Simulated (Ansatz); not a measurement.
# SnO (P4/nmm) in Ansatz: single point with PBEsol

Aim: the single point of SnO with PBEsol.

Program: Ansatz 0.2.0. These are calculated values, not measurements. Logs are shortened: lines on timing, memory, paths and dates and some standing lists are left out, and cuts for length are marked.

## Step 1: The structure

The structure is tetragonal, space group P4/nmm (No. 129). The conventional cell has a = 3.814 Å, b = 3.814 Å, c = 4.887 Å, α = 90.00°, β = 90.00°, γ = 90.00°. Around Sn (site symmetry 4mm) lie 4 O at 2.23 Å. Around O (site symmetry -4m2) lie 4 Sn at 2.23 Å.

The cell is a database's computed one.

## Step 2: Single point, PBEsol

input.yaml reads:

```yaml
crystal:
  lattice:
    - [3.81369522, 0.0, 0.0]
    - [0.0, 3.81369522, 0.0]
    - [0.0, 0.0, 4.8869133]
  atoms:
    - { symbol: Sn, position: [0.5, 0.0, 0.76462614] }
    - { symbol: Sn, position: [0.0, 0.5, 0.23537386] }
    - { symbol: O, position: [0.0, 0.0, 0.0] }
    - { symbol: O, position: [0.5, 0.5, 0.0] }
kpoints:
  mp_grid: { grid: [4, 4, 4] }
scf:
  occupations: { method: fermi_dirac, width: 0.03 }
hamiltonian:
  xc: pbesol
  pseudopotentials: { kind: all_electron, lapw: { basis_error: 0.002 } }
output:
  forces: true
  stress: true
  eigenvalues: true
```

Potentials or basis: all-electron LAPW, scalar-relativistic.

On the command line:

```console
ansatz run input.yaml --threads 2 --pin off --max-ram 8192MiB --backend cpu --events-out ev --progress --plain --runs-dir out
```

What it wrote:

```text
Warning: RAYON_NUM_THREADS=2 ignored (pool sized by the plan → 2); use --threads N
LAPW: plane waves up to 9.140 Å⁻¹, error target 2.0e-3 eV per atom; small_component_spin mean_spin; O in spheres of 0.985 Å, 8 of its electrons in bands, Dirac shells []; Sn in spheres of 1.242 Å, 22 of its electrons in bands, Dirac shells [] (how accurate: hamiltonian.pseudopotentials.lapw.basis_error, Limitations)
Engine: ansatz 0.2.0, aarch64-unknown-linux-gnu
Pseudopotentials: kind: all_electron
Pseudopotential: Sn, LAPW, valence charge 22, lapw/all_electron/scalar/gaussian/Sn, Koelling and Harmon's equation, gaussian nucleus
Pseudopotential: O, LAPW, valence charge 8, lapw/all_electron/scalar/gaussian/O, Koelling and Harmon's equation, gaussian nucleus
Functional definition: PBEsol
  exchange = pbesol_x
  correlation = pbesol_c
Crystal: 4 atoms, lattice volume = 71.077 Å³
Basis set: ecut = 318.2922341437256 eV, 911 PW (Γ), exchange–correlation at level 2
Bands: 36, of which v1, the nominal top of the filled ones, is band 30 counted from 1 (29 counted from 0)
Symmetry: 16 space group operations
Space group: P4/nmm (ITA 129), of the structure as read, at distance tolerance 4.1e-5 Å
k-points: 18 of 64
Non-local potential: Sn, projectors of the file, none
Non-local potential: O, projectors of the file, none
Initial density: superposition of atomic densities (chi_scale 0.1, normalization cell, long waves kept (reshape's long-wave potential 0.23 eV rms))
Initial wavefunctions: plane waves of lowest kinetic energy (no species holds an atomic orbital)
Functional: x = pbesol(κ = 0.804, μ = 0.12345679012345678), c = pbesol(β = 0.046)
iter 1 solved again at ethr=1.18e-2 eV; its pass at ethr=1.00e-1 eV (dr2=7.10e0 eV) is discarded
SCF iter   1: F=—  HF=-340117.234500 eV  |F-HF|=—  |Δ(HF+E_count)|=         —  Δρ=8.42e-2  dr2=7.10e0  ethr=1.18e-2  ⟨swp⟩=2.0  Hψ=4188  notcnv=0
preconditioner: auto → Resta (q_TF=auto, 2.652 Å⁻¹)  ε∞=3.1  [insulator: Δε(μ)=1.139 eV  Ē_g=19.209 eV  σ=0.030 eV  W_gap=1.00  n_scr=20 (ndim 8)  ℏωp=27.9 eV  f_vac=0.016  D(μ)=0.00/eV (n_scr^D=0)  ε∞_Penn≈3.1]
iter 2 solved again at ethr=8.30e-4 eV; its pass at ethr=1.18e-2 eV (dr2=4.98e-1 eV) is discarded
SCF iter   2: F=—  HF=-340114.526292 eV  |F-HF|=—  |Δ(HF+E_count)|=    2.71e0  Δρ=2.37e-2  dr2=4.98e-1  ethr=8.30e-4  ⟨swp⟩=2.0  Hψ=3478  notcnv=0
SCF iter   3: F=—  HF=-340113.872906 eV  |F-HF|=—  |Δ(HF+E_count)|=   6.53e-1  Δρ=2.01e-2  dr2=3.89e-1  ethr=8.30e-4  ⟨swp⟩=3.0  Hψ=2161  notcnv=0
SCF iter   4: F=—  HF=-340113.823018 eV  |F-HF|=—  |Δ(HF+E_count)|=         —  Δρ=5.47e-3  dr2=4.27e-2  ethr=6.48e-4  ⟨swp⟩=3.0  Hψ=1974  notcnv=0
the basis was enlarged: its passes take 466.0 KiB over the memory plan, 2 of 2 planned eigensolver slots
SCF iter   5: F=—  HF=-340113.811335 eV  |F-HF|=—  |Δ(HF+E_count)|=   1.17e-2  Δρ=2.92e-3  dr2=1.02e-2  ethr=7.11e-5  ⟨swp⟩=2.0  Hψ=1941  notcnv=0
SCF iter   6: F=—  HF=-340113.807290 eV  |F-HF|=—  |Δ(HF+E_count)|=   4.05e-3  Δρ=4.30e-4  dr2=1.84e-4  ethr=1.70e-5  ⟨swp⟩=2.6  Hψ=1951  notcnv=0
SCF iter   7: F=—  HF=-340113.807279 eV  |F-HF|=—  |Δ(HF+E_count)|=   1.14e-5  Δρ=1.76e-4  dr2=3.33e-5  ethr=3.07e-7  ⟨swp⟩=2.1  Hψ=1840  notcnv=0
SCF iter   8: F=—  HF=-340113.807281 eV  |F-HF|=—  |Δ(HF+E_count)|=   2.26e-6  Δρ=6.52e-5  dr2=4.23e-6  ethr=5.54e-8  ⟨swp⟩=3.0  Hψ=1941  notcnv=0
SCF iter   9: F=—  HF=-340113.807280 eV  |F-HF|=—  |Δ(HF+E_count)|=   9.19e-7  Δρ=2.60e-5  dr2=7.99e-7  ethr=7.04e-9  ⟨swp⟩=2.7  Hψ=1856  notcnv=0
SCF iter  10: F=-340113.807280 eV  HF=-340113.807280 eV  |F-HF|=2.72e-8  |Δ(HF+E_count)|=   7.61e-8  Δρ=4.65e-6  dr2=2.62e-8  ethr=1.33e-9  ⟨swp⟩=3.0  Hψ=1881  notcnv=0
SCF 1 converged in 10 iterations: F = -340113.807280 eV  dr2 = 2.62e-8
SCF converged after 10 iterations
Free energy (F): -340113.807280 eV
Harris-Foulkes:  -340113.807280 eV  (|F-HF|=2.72e-8)
Internal energy: -340113.806393 eV  (E = F + TS)
E sigma→0 (E₀):  -340113.806837 eV
Entropy (-TS):   -0.000887 eV (-0.222 meV/atom)
Fermi energy:    11.919451 eV
--- Per-component energies (eV) ---
  E_band       = -3424.100637
  E_kinetic    = 357456.487357
  E_xc         = -9296.661727
  E_electrostatic = -688273.632023  (all electrons and nuclei)
  E_smearing   = -0.000887  (= −TS)
  E_closure    = 0.000000  (closes the sum)
  E_atoms      = -340089.634806  (free atoms, spherical and without spin; not in F)
  Σ components = -340113.807280   (vs F -340113.807280, Δ=0.00e0)
  Basis errors (estimates in eV, not in F): energy 9.0e-4 per atom: plane waves 8.1e-4 (4.8e-4 summed), levels above the bands 7.1e-99, relativity 7.3e-8, radial functions 8.2e-5, core shells 1.5e-6; eigenvalues (radial functions only) 1.2e-5; not estimated: angular momenta, meshes, grids; target (lapw.basis_error) 2.0e-3; muffin-tin radii O 0.985 Å, Sn 1.242 Å
--- Forces (eV/Å), atoms counted from 1 ---
  atom   1  Sn     0.00000000     0.00000000    -0.08545623
  atom   2  Sn     0.00000000     0.00000000     0.08545623
  atom   3  O     -0.00000000     0.00000000     0.00000000
  atom   4  O     -0.00000000     0.00000000     0.00000000
  max |Σ_I F_I| component: 1.73e-18 eV/Å
--- Stress (GPa, compression-positive) ---
       -0.494652       0.000000       0.000000
        0.000000      -0.494652       0.000000
        0.000000       0.000000      -0.575073
  P = ⅓ Tr σ = -0.5215 GPa (-5.215 kbar)
--- Band table (eV; the first three rows and the last of 18) ---
  k-point 0: bands = ["-492.7966", "-492.7966", "-117.3264", "-117.3264", "-73.1813", "-73.1813", "-73.1808", "-73.1808", "-73.1398", "-73.1390", "-10.0282", "-9.5895", "-9.5895", "-9.5889", "-9.5413", "-9.5336", "-9.4865", "-9.4860", "-9.4638", "-9.4638", "-8.2439", "-5.5571", "4.1878", "5.2594", "5.6097", "5.6097", "8.4223", "8.7222", "8.7222", "11.8669", "13.8924", "16.0614", "16.6055", "16.6055", "17.4845", "17.4845"]
  k-point 1: bands = ["-492.7966", "-492.7966", "-117.3264", "-117.3264", "-73.1813", "-73.1813", "-73.1809", "-73.1809", "-73.1397", "-73.1391", "-10.0208", "-9.5964", "-9.5772", "-9.5772", "-9.5353", "-9.5267", "-9.4928", "-9.4925", "-9.4776", "-9.4776", "-8.2264", "-5.5574", "3.2261", "5.6617", "5.6617", "6.8339", "8.3897", "8.7146", "8.7146", "11.2257", "13.4693", "15.4439", "15.4439", "16.0523", "18.7066", "18.9705"]
  k-point 2: bands = ["-492.7966", "-492.7966", "-117.3264", "-117.3264", "-73.1812", "-73.1812", "-73.1810", "-73.1810", "-73.1396", "-73.1392", "-10.0131", "-9.6042", "-9.5598", "-9.5598", "-9.5266", "-9.5119", "-9.5075", "-9.5012", "-9.4964", "-9.4964", "-8.2089", "-5.5577", "2.7428", "5.7153", "5.7153", "8.3578", "8.6677", "8.7059", "8.7059", "9.6844", "13.4865", "14.8724", "14.8724", "15.5299", "19.6153", "19.9135"]
  k-point 17: bands = ["-492.7966", "-492.7966", "-117.3264", "-117.3264", "-73.1815", "-73.1815", "-73.1811", "-73.1811", "-73.1394", "-73.1394", "-9.9453", "-9.9453", "-9.5520", "-9.5520", "-9.5246", "-9.5246", "-9.4933", "-9.4933", "-9.4591", "-9.4591", "-6.4593", "-6.4593", "2.8703", "2.8703", "6.3121", "6.3121", "9.2381", "9.2381", "9.3905", "9.3905", "14.2437", "14.2437", "15.7833", "15.7833", "17.4062", "17.4062"]
```

It took 8.2 s on 2 threads of Arm Neoverse V2, shared host; peak memory 0.35 GiB.

What came out:

* Free energy: -340113.8073 eV
* Pressure: -0.5 GPa
* Largest force: 0.085 eV/Å
* Band gap on the k mesh: 0.13 eV, indirect (least direct gap 1.99 eV)

Forces on the atoms (eV/Å):
```
Sn   0.000  0.000 -0.085
Sn   0.000  0.000  0.085
O    0.000  0.000  0.000
O    0.000  0.000  0.000
```

Caveat: spin-orbit coupling is left out, which moves the levels of the heavy elements. Expect the measured gap to be larger: semilocal functionals such as PBEsol lack the derivative discontinuity.
